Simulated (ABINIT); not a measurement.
V:

```
V
1.0
     2.60429    0.00000    0.00000
    -1.30215    2.25538    0.00000
     0.00000    0.00000    4.72334
V
2
Direct
  0.33333 0.66667 0.25000
  0.66667 0.33333 0.75000
```

This isn't the form of V at room conditions, which is bcc.

| Quantity | Value |
| --- | --- |
| Program | ABINIT 10.8.3 (patched build) |
| Task | single point |
| Functional | PBE |
| Potentials or basis | JTH PAW PBE v2.0 |
| Cutoff | 408 eV |
| k mesh | 12 × 12 × 6 |
| Occupations | fermi-dirac, width 0.05 eV |
| Spin | collinear spin, ferromagnetic start |
| Starting moments | [2.0, 2.0] μB |

On this cell: pressure 0.0 GPa; largest force under 0.003 eV/Å; net moment 0.00 μB per cell; band gap on the k mesh none (metal or under the smearing width).

The same run follows on a disturbed copy (atoms moved at random, drawn with an rms of 0.05 Å):

```
CELL_PARAMETERS angstrom
2.60429 0.00000 0.00000
-1.30215 2.25538 0.00000
0.00000 0.00000 4.72334
ATOMIC_POSITIONS crystal
V 0.33739 0.66806 0.24828
V 0.66409 0.33528 0.74232
```

What does the disturbed cell give?

The energy (extrapolated to zero smearing) moves by +1.9 meV/atom; pressure 0.1 GPa; largest force 0.273 eV/Å; net moment 0.00 μB per cell; band gap on the k mesh none (metal or under the smearing width).

Forces on the atoms (eV/Å):
```
V    0.015  0.000 -0.273
V   -0.015  0.000  0.273
```

Stress tensor (GPa, compression positive):
```
 0.48 -0.37 -0.04
-0.37  0.43  0.00
-0.04  0.00 -0.71
```
